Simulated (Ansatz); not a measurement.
Crystal: ZnS (Wurtzite-4H).

```
Zn S
1.0
     3.82270    0.00000    0.00000
    -1.91135    3.31056    0.00000
     0.00000    0.00000   12.52000
Zn S
4 4
Direct
  0.66667 0.33333 0.75000
  0.33333 0.66667 0.25000
  0.00000 0.00000 0.50000
  0.00000 0.00000 0.00000
  0.66667 0.33333 0.93750
  0.33333 0.66667 0.43750
  0.00000 0.00000 0.68750
  0.00000 0.00000 0.18750
```

Base run:

- Program: Ansatz 0.2.0
- Functional: BLYP
- Potentials or basis: Ansatz PAW
- Cutoff: 420 eV
- Density cutoff: 1680 eV
- k mesh: 8 × 8 × 3
- Occupations: fermi-dirac, width 0.05 eV
- Spin: no spin polarisation

Its results: band gap on the k mesh 2.11 eV, direct; pressure 5.1 GPa; largest force 0.051 eV/Å.

Problem. The run is repeated on the same cell with these changes: functional from BLYP to r2SCAN; cutoff from 420 eV to 500 eV; density cutoff from 1680 eV to 2000 eV. What comes out?

Solution. Band gap on the k mesh 2.69 eV, direct; pressure -0.9 GPa; largest force 0.042 eV/Å.

r2SCAN gives the wider gap, since meta-GGAs in the generalised Kohn-Sham scheme recover part of the derivative discontinuity.

Caveats: the PAW data sets come from PBE, with cores solved anew for the run's functional, which leaves a small shift of forces and pressure; the potentials were made for another functional, which shifts forces and pressure (some runs).

Not every run made on this cell is shown here.
